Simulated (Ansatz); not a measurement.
Crystal: NiO2.

```
Ni O
1.0
     2.79878    0.00000    0.00000
    -1.39939    2.42382    0.00000
     0.00000    0.00000    4.61827
Ni O
1 2
Direct
  0.00000 0.00000 0.50000
  0.33333 0.66667 0.29396
  0.66667 0.33333 0.70604
```

The cell comes from a database or a generator and needn't be the stable form of this composition.

Base run:

```yaml
Program: Ansatz 0.2.0
Functional: LDA
Potentials_or_basis: Ansatz PAW
Cutoff: "420 eV (not typed: the program's choice for these potentials)"
k_mesh: 11 × 11 × 6
Occupations: fermi-dirac, width 0.05 eV
Spin: collinear spin, ferromagnetic start
Starting_moments: "[1.0, 0.0, 0.0] μB"
```

Its results: band gap on the k mesh 0.81 eV, indirect (least direct gap 1.09 eV); pressure -11.3 GPa; net moment 0.00 μB per cell; largest force 0.874 eV/Å.

Problem. The run is repeated on the same cell with these changes: functional from LDA to r2SCAN; cutoff from 420 eV (not typed: the program's choice for these potentials) to 500 eV (not typed: the program's choice for these potentials). What comes out?

Solution. Band gap on the k mesh 1.39 eV, indirect (least direct gap 1.62 eV); pressure -5.4 GPa; net moment 0.00 μB per cell; largest force 0.428 eV/Å.

r2SCAN gives the wider gap, since meta-GGAs in the generalised Kohn-Sham scheme recover part of the derivative discontinuity.

Caveats: the PAW data sets come from PBE, with cores solved anew for the run's functional, which leaves a small shift of forces and pressure; the starting moments weren't kept; the magnetic or orbital state may not be the lowest (some runs).

A k mesh can miss the band edges.
